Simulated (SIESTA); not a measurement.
Crystal: NiO.

```xyz
2
Lattice="0.0000 2.0859 2.0859 2.0859 0.0000 2.0859 2.0859 2.0859 0.0000" Properties=species:S:1:pos:R:3 pbc="T T T"
Ni    0.0000    0.0000    0.0000
O     2.0859    2.0859    2.0859
```

Base run:

* Program: SIESTA 5.4.2
* Functional: PBEsol
* Potentials or basis: PseudoDojo 0.4 standard (PBEsol files)
* Basis: DZP (energy shift 0.003 Ry; two zetas on semicore shells)
* Grid cutoff: 800 Ry
* Energy shift: 0.003 Ry
* k mesh: 11 × 11 × 11
* Occupations: fermi-dirac, width 0.05 eV
* Spin: collinear spin, ferromagnetic start
* Starting moments: [1.0, 0.0] μB

Its results: band gap on the k mesh none (metal or under the smearing width); pressure -6.7 GPa; net moment 1.43 μB per cell; site moments Ni +1.19; O +0.24 μB.

Question: The run is repeated on the same cell with these changes: functional from PBEsol to RPBE; potentials or basis from PseudoDojo 0.4 standard (PBEsol files) to PseudoDojo 0.4 standard (PBE files). What comes out?

Answer: Band gap on the k mesh none (metal or under the smearing width); pressure 13.4 GPa; net moment 1.84 μB per cell; site moments Ni +1.50; O +0.34 μB.

Caveats: short orbitals over semicore shells can move pressures by several GPa; the basis of atomic orbitals isn't converged, which shifts pressures, moduli and gaps; a cell with one magnetic atom can't hold antiferromagnetic order, which such compounds often take; semilocal functionals often make such compounds metallic where correlation or magnetic order opens a gap, which also shifts bond lengths; the potentials were made for another functional, which shifts forces and pressure (some runs).
